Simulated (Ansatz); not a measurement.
# HfO2: the cost of one run

Program: Ansatz 0.2.0. Level of theory: DFT, PBE, plane-wave PAW, default files, scalar-relativistic, as far as a step names no other. These are calculated values, not measurements.

## Step 1: The system as given

It takes space group P2_1/c (No. 14, monoclinic). Conventional cell: a = 5.118 Å, b = 5.186 Å, c = 5.284 Å, α = 90.00°, β = 99.35°, γ = 90.00°. Hf (site symmetry 1) is surrounded by 7 O at 2.03 to 2.25 Å. O (site symmetry 1) is surrounded by 4 Hf at 2.14 to 2.25 Å. O (site symmetry 1) is surrounded by 3 Hf at 2.03 to 2.12 Å.

As a file:

```cif
data_structure
_symmetry_space_group_name_H-M 'P2_1/c'
_symmetry_Int_Tables_number 14
_cell_length_a 5.1180
_cell_length_b 5.1857
_cell_length_c 5.2841
_cell_angle_alpha 90.000
_cell_angle_beta 99.352
_cell_angle_gamma 90.000
_cell_volume 138.38
loop_
_atom_site_label
_atom_site_type_symbol
_atom_site_symmetry_multiplicity
_atom_site_Wyckoff_symbol
_atom_site_fract_x
_atom_site_fract_y
_atom_site_fract_z
_atom_site_occupancy
Hf1 Hf 4 e 0.27550 0.03970 0.20800 1
O1 O 4 e 0.44870 0.75810 0.48010 1
O2 O 4 e 0.07420 0.33160 0.34670 1
```

The earlier run gave: gap on the mesh 4.15 eV, largest force 0.482 eV/Å, pressure 5.9 GPa.

The printed gradients, by site:

| site | atoms | first shell | V_zz (10²¹ V/m²) | η | C_Q (MHz) |
| --- | --- | --- | --- | --- | --- |
| Hf | 1, 2, 3, 4 | 7 O at 2.03–2.25 Å | 12.08 | 0.54 | 983 (¹⁷⁷Hf) |
| O5 | 5, 6, 7, 8 | 4 Hf at 2.14–2.25 Å | 1.02 | 0.80 | -0.628 (¹⁷O) |
| O9 | 9, 10, 11, 12 | 3 Hf at 2.03–2.12 Å | 1.25 | 0.74 | -0.772 (¹⁷O) |

V_zz is the principal component of the electric field gradient with the largest magnitude, η = (V_xx − V_yy)/V_zz and C_Q = eQV_zz/h. Nuclear quadrupole moments: year-2017 set (Pyykkö).

## Step 2: Ions relaxed at fixed cell

Input file input.yaml:

```yaml
crystal:
  lattice:
    - [5.118, 0.0, 0.0]
    - [0.0, 5.1857, 0.0]
    - [-0.8586630598, 0.0, 5.2138671406]
  atoms:
    - { symbol: Hf, position: [0.2755, 0.0397, 0.208] }
    - { symbol: Hf, position: [0.7245, 0.5397, 0.292] }
    - { symbol: Hf, position: [0.7245, 0.9603, 0.792] }
    - { symbol: Hf, position: [0.2755, 0.4603, 0.708] }
    - { symbol: O, position: [0.4487, 0.7581, 0.4801] }
    - { symbol: O, position: [0.5513, 0.2581, 0.0199] }
    - { symbol: O, position: [0.5513, 0.2419, 0.5199] }
    - { symbol: O, position: [0.4487, 0.7419, 0.9801] }
    - { symbol: O, position: [0.0742, 0.3316, 0.3467] }
    - { symbol: O, position: [0.9258, 0.8316, 0.1533] }
    - { symbol: O, position: [0.9258, 0.6684, 0.6533] }
    - { symbol: O, position: [0.0742, 0.1684, 0.8467] }
kpoints:
  mp_grid: { grid: [6, 6, 6] }
scf:
  occupations: { method: fermi_dirac, width: 0.02 }
hamiltonian:
  xc: pbe
  pseudopotentials: { kind: paw }
output:
  forces: true
  stress: true
  populations: true
  efg:
    quadrupole_moments_barn: { Hf: 3.365, O: -0.02558 }
    contact_densities: true
  write_density: true
  write_potential: true
  elf: true
  volumetric_format: npy
relax:
  f_tol: 0.02
  max_steps: 60
```

On the command line:

```
$ ansatz run input.yaml --threads 4 --pin off --max-ram 8192MiB --backend cpu --events-out ev --progress --plain --runs-dir out
```

Q: Estimate wall time and peak memory on 4 threads of Intel Xeon Platinum 8375C at 2.90GHz (Ice Lake), shared host.

About 81 s, with a peak of 1.3 GiB.
